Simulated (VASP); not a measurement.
# LiF (Fm-3m) in VASP: a series of runs

The runs below take LiF through relaxation of cell and atoms, electrostatic potential, with PBE+D3(BJ).

Program: VASP 6.6.1. These are calculated values, not measurements. Logs are shortened: lines on timing, memory, paths and dates and some standing lists are left out, and cuts for length are marked.

### Step 1. The crystal as given

Symmetry: Fm-3m, No. 225, cubic system. Conventional cell: a = 4.020 Å, b = 4.020 Å, c = 4.020 Å, α = 90.00°, β = 90.00°, γ = 90.00°. Li (site symmetry m-3m) has 6 F at 2.01 Å as nearest neighbours. F (site symmetry m-3m) is surrounded by 6 Li at 2.01 Å.

The cell was built by a generator and needn't be a form met in nature.

### Step 2. Relaxation of cell and atoms, PBE+D3(BJ)

Contents of INCAR:

```
SYSTEM = LiF
PREC     = Accurate       ! precision mode
ENCUT    = 600            ! plane-wave cutoff, eV
EDIFF    = 1E-6           ! SCF threshold, eV
ISMEAR   = 0              ! smearing method
SIGMA    = 0.02           ! smearing width, eV
LREAL    = .FALSE.        ! projectors in reciprocal space
LASPH    = .TRUE.         ! aspherical terms in the spheres
NELM     = 120            ! most SCF steps
ALGO     = Fast           ! electronic algorithm
ISIF     = 3              ! what is computed and relaxed
LWAVE    = .FALSE.        ! write WAVECAR
LCHARG   = .FALSE.        ! write CHGCAR
GGA      = PE             ! functional
IVDW     = 12             ! dispersion correction
IBRION   = 2              ! ionic algorithm
NSW      = 40             ! ionic steps
EDIFFG   = -0.005         ! ionic threshold
```

Contents of KPOINTS:

```
Automatic mesh
0
G
  12 12 12
  0 0 0
```

Contents of POSCAR:

```
LiF
1.0
    0.0000000000      2.0100000000      2.0100000000
    2.0100000000      0.0000000000      2.0100000000
    2.0100000000      2.0100000000      0.0000000000
Li F
1 1
Direct
    0.0000000000      0.0000000000      0.0000000000
    0.5000000000      0.5000000000      0.5000000000
```

Potentials or basis: VASP PAW PBE potentials, release 64 (Li_sv, F).

Launch:

```sh
> cat potpaw_PBE.64/Li_sv/POTCAR potpaw_PBE.64/F/POTCAR > POTCAR
> mpirun -np 1 vasp_std > vasp.out
```

OUTCAR:

```text
SYSTEM = LiF
   PREC = Accurate
   ENCUT = 600
   EDIFF = 1E-6
   ISMEAR = 0
   LREAL = .FALSE.
   LASPH = .TRUE.
   NELM = 120
   ISIF = 3
   GGA = PE
   IVDW = 12
   IBRION = 2
   NSW = 40
   EDIFFG = -0.005
 IVDW          = 12

 ion  position               nearest neighbor table
   1  0.000  0.000  0.000-   2 2.01   2 2.01   2 2.01   2 2.01   2 2.01   2 2.01
   2  0.500  0.500  0.500-   1 2.01   1 2.01   1 2.01   1 2.01   1 2.01   1 2.01

  LATTYP: Found a face centered cubic cell.
 ALAT       =     4.0200000000

  Lattice vectors:

 A1 = (   0.0000000000,   2.0100000000,   2.0100000000)
 A2 = (   2.0100000000,   0.0000000000,   2.0100000000)
 A3 = (   2.0100000000,   2.0100000000,   0.0000000000)

Analysis of symmetry for initial positions (statically):
=====================================================================
 Subroutine PRICEL returns:
 Original cell was already a primitive cell.

 Routine SETGRP: Setting up the symmetry group for a
 face centered cubic supercell.

 Subroutine GETGRP returns: Found 48 space group operations
 (whereof 48 operations were pure point group operations)
 out of a pool of 48 trial point group operations.

The static configuration has the point symmetry O_h .

Analysis of symmetry for dynamics (positions and initial velocities):
=====================================================================
 Subroutine PRICEL returns:
 Original cell was already a primitive cell.

 Routine SETGRP: Setting up the symmetry group for a
 face centered cubic supercell.

 Subroutine GETGRP returns: Found 48 space group operations
 (whereof 48 operations were pure point group operations)
 out of a pool of 48 trial point group operations.

The dynamic configuration has the point symmetry O_h .

 Subroutine INISYM returns: Found 48 space group operations
 (whereof 48 operations are pure point group operations),
 and found     1 'primitive' translations

----------------------------------------------------------------------------------------

                                     Primitive cell

  volume of cell :      16.2412

  direct lattice vectors                    reciprocal lattice vectors
     0.000000000  2.010000000  2.010000000    -0.248756219  0.248756219  0.248756219
     2.010000000  0.000000000  2.010000000     0.248756219 -0.248756219  0.248756219
     2.010000000  2.010000000  0.000000000     0.248756219  0.248756219 -0.248756219

  length of vectors
     2.842569260  2.842569260  2.842569260     0.430858410  0.430858410  0.430858410

  position of ions in fractional coordinates (direct lattice)
     0.000000000  0.000000000  0.000000000
     0.500000000  0.500000000  0.500000000

  ion indices of the primitive-cell ions
   primitive index   ion index
                 1           1
                 2           2

----------------------------------------------------------------------------------------

 KPOINTS: Automatic mesh

Automatic generation of k-mesh.
 Grid dimensions read from file:
 generate k-points for:   12   12   12

 Generating k-lattice:

  Cartesian coordinates                     Fractional coordinates (reciprocal lattice)
    -0.020729685  0.020729685  0.020729685     0.083333333  0.000000000  0.000000000
     0.020729685 -0.020729685  0.020729685     0.000000000  0.083333333  0.000000000
     0.020729685  0.020729685 -0.020729685     0.000000000  0.000000000  0.083333333

  Length of vectors
     0.035904867  0.035904867  0.035904867

  Shift w.r.t. Gamma in fractional coordinates (k-lattice)
     0.000000000  0.000000000  0.000000000

 Subroutine IBZKPT returns following result:
 ===========================================

 Found     72 irreducible k-points:

 Following reciprocal coordinates:
            Coordinates               Weight
  0.000000  0.000000  0.000000      1.000000
  0.083333  0.000000  0.000000      8.000000
  0.166667  0.000000  0.000000      8.000000
  0.250000  0.000000  0.000000      8.000000
  0.333333  0.000000  0.000000      8.000000
  0.416667  0.000000  0.000000      8.000000
[... 16 lines left out ...]
  0.500000  0.166667  0.000000     24.000000
 -0.416667  0.166667  0.000000     24.000000
 [... further k-points ...]
   k-points           NKPTS =     72   k-points in BZ     NKDIM =     72   number of bands    NBANDS=      9
   number of dos      NEDOS =    301   number of ions     NIONS =      2
   total plane-waves  NPLWV =  13824
   dimension x,y,z NGX =    24 NGY =   24 NGZ =   24
   dimension x,y,z NGXF=    48 NGYF=   48 NGZF=   48
   ions per type =               1   1
   NGX,Y,Z   is equivalent  to a cutoff of  14.04, 14.04, 14.04 a.u.
   NGXF,Y,Z  is equivalent  to a cutoff of  28.07, 28.07, 28.07 a.u.
 SYSTEM =  LiF
   PREC   = accura    normal or accurate (medium, high low for compatibility)
   ISTART =      0    job   : 0-new  1-cont  2-samecut
   ICHARG =      2    charge: 1-file 2-atom 10-const
   ISPIN  =      1    spin polarized calculation?
   LNONCOLLINEAR =      F non collinear calculations
   LSORBIT =      F    spin-orbit coupling
   LASPH  =      T    aspherical Exc in radial PAW
   ENCUT  =  600.0 eV  44.10 Ry    6.64 a.u.   5.68  5.68  5.68*2*pi/ulx,y,z
   NELM   =    120;   NELMIN=  2; NELMDL= -5     # of ELM steps
   EDIFF  = 0.1E-05   stopping-criterion for ELM
   LREAL  =      F    real-space projection
   EDIFFG = -.5E-02   stopping-criterion for IOM
   NSW    =     40    number of steps for IOM
   IBRION =      2    ionic relax: 0-MD 1-quasi-New 2-CG
   NFREE  =      1    steps in history (QN), initial steepest desc. (CG)
   ISIF   =      3    stress and relaxation
   ISYM   =      2    0-nonsym 1-usesym 2-fastsym
   POTIM  = 0.5000    time-step for ionic-motion
   TEBEG  =    0.0;   TEEND  =   0.0 temperature during run
   PSTRESS=    0.0 pullay stress
   NELECT =      10.0000    total number of electrons
   NUPDOWN=      -1.0000    fix difference up-down
   EMIN   =  10.00;   EMAX   =-10.00  energy-range for DOS
   EFERMI =   0.00;   METHOD = LEGACY
   ISMEAR =     0;   SIGMA  =   0.02  broadening in eV -4-tet -1-fermi 0-gaus
   EFERMI_NEDOS =   21; number of points for ismear=-14 and -15
   IALGO  =     68    algorithm
   IMIX   =      4    mixing-type and parameters
     AMIX     =   0.40;   BMIX     =  1.00
     AMIX_MAG =   1.60;   BMIX_MAG =  1.00
  volume/ion in A,a.u.               =       8.12        54.80
  Fermi-wavevector in a.u.,A,eV,Ry     =   1.392736  2.631889 26.391402  1.939713
  Thomas-Fermi vector in A             =   2.516450
   LORBIT       =      0    0 simple, 1 ext, 2 COOP (PROOUT), +10 PAW based schemes
   GGA     = PE    functional components
   LHFCALC =     F    Hartree Fock is set to
   AEXX    =    0.0000 exact exchange contribution
   IVDW    =    12    specifies the selected vdW correction
   LEPSILON=     F    determine dielectric tensor
   LRPA    =     F    only Hartree local field effects (RPA)
 conjugate gradient relaxation of ions
 non-spin polarized calculation
 RMM-DIIS sequential band-by-band and
 Gauss-broadening in eV      SIGMA  =   0.02
  energy-cutoff  :      600.00
  volume of cell :       16.24
 maximum number of plane-waves:       560
   NGX = 11   NGY = 11   NGZ = 11

--------------------------------------- Ionic step        1  -------------------------------------------

 number of electron      10.0000000 magnetization

 number of electron       9.9999993 magnetization

 Free energy of the ion-electron system (eV)
  ---------------------------------------------------
  ext. energy  EPLUGINS =         0.00000000
  ---------------------------------------------------
  free energy    TOTEN  =        -9.63855001 eV

  energy without entropy =       -9.63855001  energy(sigma->0) =       -9.63855001

------------------------ aborting loop because EDIFF is reached ----------------------------------------

 Edisp (eV)   -0.35896

 E8    (eV) :    -0.1317

  FORCE on cell =-STRESS in cart. coord.  units (eV):
  Direction    XX          YY          ZZ          XY          YZ          ZX
  --------------------------------------------------------------------------------------
  -------------------------------------------------------------------------------------
  Total      -0.18582    -0.18582    -0.18582     0.00000    -0.00000     0.00000
  in kB     -18.33081   -18.33081   -18.33081     0.00000    -0.00000     0.00000
  external pressure =      -18.33 kB  Pullay stress =        0.00 kB
[... 101 lines left out ...]
  energy  without entropy=       -9.9999204674  energy(sigma->0) =       -9.99992047

--------------------------------------- Ionic step        4  -------------------------------------------

 number of electron       9.9999997 magnetization

 Free energy of the ion-electron system (eV)
  ---------------------------------------------------
  ext. energy  EPLUGINS =         0.00000000
  ---------------------------------------------------
  free energy    TOTEN  =        -9.63092260 eV

  energy without entropy =       -9.63092260  energy(sigma->0) =       -9.63092260

 E-fermi :  -0.6062     XC(G=0): -10.1438

 val. band max:       -0.8206966762   @ k =   0.0000   0.0000   0.0000
 cond. band min:       8.5651624828   @ k =   0.0000   0.0000   0.0000
 fundamental gap:      9.3858591591
 Fermi energy:        -0.6061507246

 k-point     1 :       0.0000    0.0000    0.0000
  band No.  band energies     occupation
      1     -41.6637      2.00000
      2     -20.8865      2.00000
      3      -0.8207      2.00000
      4      -0.8207      2.00000
      5      -0.8207      2.00000
      6       8.5652      0.00000
      7      23.5846      0.00000
      8      23.5847      0.00000
      9      23.5847      0.00000
[... 265 lines left out ...]
 k-point    24 :      -0.4167    0.1667    0.0000
  band No.  band energies     occupation
      1     -41.5910      2.00000
      2     -20.3507      2.00000
      3      -3.2948      2.00000
      4      -1.7902      2.00000
      5      -1.1886      2.00000
      6      11.2391      0.00000
      7      15.4976      0.00000
      8      18.6045      0.00000
      9      18.6270      0.00000

 [... further k-points ...]

------------------------ aborting loop because EDIFF is reached ----------------------------------------

 Edisp (eV)   -0.36902

 E8    (eV) :    -0.1354

  FORCE on cell =-STRESS in cart. coord.  units (eV):
  Direction    XX          YY          ZZ          XY          YZ          ZX
  --------------------------------------------------------------------------------------
  -------------------------------------------------------------------------------------
  Total       0.00741     0.00741     0.00741     0.00000     0.00000     0.00000
  in kB       0.75120     0.75120     0.75120     0.00000     0.00000     0.00000
  external pressure =        0.75 kB  Pullay stress =        0.00 kB
[... 17 lines left out ...]
  FREE ENERGIE OF THE ION-ELECTRON SYSTEM (eV)
  ---------------------------------------------------
  free  energy   TOTEN  =        -9.9999432123 eV

  energy  without entropy=       -9.9999432123  energy(sigma->0) =       -9.99994321

 reached required accuracy - stopping structural energy minimisation
```

Run time: 31 s. Hardware: 1 thread of Intel Xeon Platinum 8488C (Sapphire Rapids), shared host; peak memory 0.15 GiB.

Results:

- Free energy: -9.9999 eV
- Relaxed volume: 7.91 Å³/atom
- Relaxed cell: a = 2.817 Å, b = 2.817 Å, c = 2.817 Å, α = 60.00°, β = 60.00°, γ = 60.00°
- Space group after relaxing (to 0.05 Å): Fm-3m (No. 225)
- Energy gained by relaxing: 1.2 meV/atom
- Ionic steps: 4
- Pressure after relaxing: 0.1 GPa
- Band gap on the k mesh: 9.39 eV, direct
- Dispersion energy per atom: -0.185 eV

Step by step:
```csv
step,energy change (eV),largest force (eV/Å),pressure (GPa),volume (Å³)
1,0.0000,0.0000,-1.83,16.24
2,-0.0019,0.0000,-0.98,16.02
3,-0.0024,0.0000,0.13,15.79
4,-0.0024,0.0000,0.08,15.81
```

Final structure:
```
CELL_PARAMETERS angstrom
0.00000 1.99213 1.99213
1.99213 0.00000 1.99213
1.99213 1.99213 0.00000
ATOMIC_POSITIONS crystal
Li 0.00000 0.00000 0.00000
F 0.50000 0.50000 0.50000
```

Caveat: the cutoff is under 1.25 times the usual one of these potentials, so pressure, stress and relaxed cells hold a basis-set (Pulay) error.

### Step 3. Electrostatic potential, PBE+D3(BJ)

This run uses another cell than the first one, of 7.91 Å³/atom, 0.974 times its volume.

Contents of INCAR:

```
SYSTEM = LiF
ALGO = Fast ; EDIFF = 1E-6
ENCUT = 520 ; GGA = PE
ISIF = 2 ; ISMEAR = 0
IVDW = 12 ; LASPH = .TRUE.
LCHARG = .TRUE. ; LREAL = .FALSE.
LVHAR = .TRUE. ; LWAVE = .FALSE.
NELM = 80 ; PREC = Accurate
SIGMA = 0.02
```

Contents of KPOINTS:

```
k-points
0
G
  12 12 12
  0 0 0
```

Contents of POSCAR:

```
LiF                                     
1.0
    0.0000000000      1.9921332837      1.9921332837
    1.9921332837      0.0000000000      1.9921332837
    1.9921332837      1.9921332837      0.0000000000
  Li              F             
     1     1
Direct
     0.0000000000000000    0.0000000000000000    0.0000000000000000
     0.5000000000000000    0.5000000000000000    0.5000000000000000
```

Potentials or basis: VASP PAW PBE potentials, release 64 (Li_sv, F).

Launch:

```sh
> cat potpaw_PBE.64/Li_sv/POTCAR potpaw_PBE.64/F/POTCAR > POTCAR
> mpirun -np 1 vasp_std > vasp.out
```

It took 11 s on 1 thread of Intel Xeon Platinum 8488C (Sapphire Rapids), shared host; peak memory 0.14 GiB.

It converged, with:

```
Free energy                : -9.9952 eV
Band gap on the k mesh     : 9.39 eV, direct
Dispersion energy per atom : -0.185 eV
```

Levels at points of the mesh, in eV from the valence-band top:
```tsv
k point	band 2	band 3	band 4	band 5	band 6	band 7	band 8	band 9
(0.00, 0.00, 0.00)	-20.07	0.00	0.00	0.00	9.39	24.44	24.64	24.65
(0.50, 0.00, 0.00)	-19.61	-2.62	-0.24	-0.24	10.95	17.13	19.16	19.16
(0.50, 0.50, 0.00)	-19.32	-3.15	-1.05	-1.05	15.12	16.63	17.85	20.63
```

Caveat: the cutoff is under 1.25 times the usual one of these potentials, so pressure, stress and relaxed cells hold a basis-set (Pulay) error.
